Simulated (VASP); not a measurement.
Input of a VASP 6.6.1 run:

INCAR

```
SYSTEM = Ga7As8
PREC = Accurate
ENCUT = 520
EDIFF = 1E-6
ISMEAR = -1
SIGMA = 0.1
LREAL = Auto
LASPH = .TRUE.
NELM = 100
ALGO = Fast
ISIF = 2
LWAVE = .FALSE.
LCHARG = .FALSE.
GGA = PE
NBANDS = 78
```

KPOINTS

```
Automatic mesh
0
G
  2 2 2
  0 0 0
```

The input POSCAR:

```
Ga7As8
1.0
    0.0000000000      5.7042760000      5.7042760000
    5.7042760000      0.0000000000      5.7042760000
    5.7042760000      5.7042760000      0.0000000000
Ga As
7 8
Direct
   -0.0018655303      0.0386908873     -0.0317848400
    0.0021873942     -0.0013369795      0.4993144616
   -0.0071392934      0.5138759941      0.0027308461
    0.0268286457      0.4662160456      0.5086673576
    0.4973053548      0.0386787035     -0.0318128015
    0.4543058576      0.5991859440     -0.0054676527
    0.5006131365      0.4662128025      0.5086737563
    0.1193433663      0.1403069382      0.1233447505
    0.1936431547      0.0940638216      0.5995658345
    0.0867558828      0.6625023929      0.1373612532
    0.1256723027      0.6224399906      0.6285464623
    0.6308496468      0.2237573182      0.0168576170
    0.6150703437      0.0940571599      0.5995446223
    0.6157105652      0.6624993251      0.1373625680
    0.6556868041      0.5062780097      0.6846719023
```

Potentials or basis: VASP PAW PBE potentials, release 64 (Ga_d, As).

Command:

```bash
$ cat potpaw_PBE.64/Ga_d/POTCAR potpaw_PBE.64/As/POTCAR > POTCAR
$ mpirun -np 1 vasp_std > vasp.out
```

Problem. Predict the band gap on the k mesh.

Solution. None (metal or under the smearing width).

Problem. Predict the largest force.

Solution. 0.310 eV/Å.

Problem. Estimate the pressure.

Solution. 0.3 GPa.

Stress tensor (GPa, compression positive):
```
 1.41 -0.32  0.32
-0.32 -0.23 -0.57
 0.32 -0.57 -0.22
```

Caveat: the k mesh is coarse (spacing up to 0.48 Å⁻¹), so the values aren't converged.
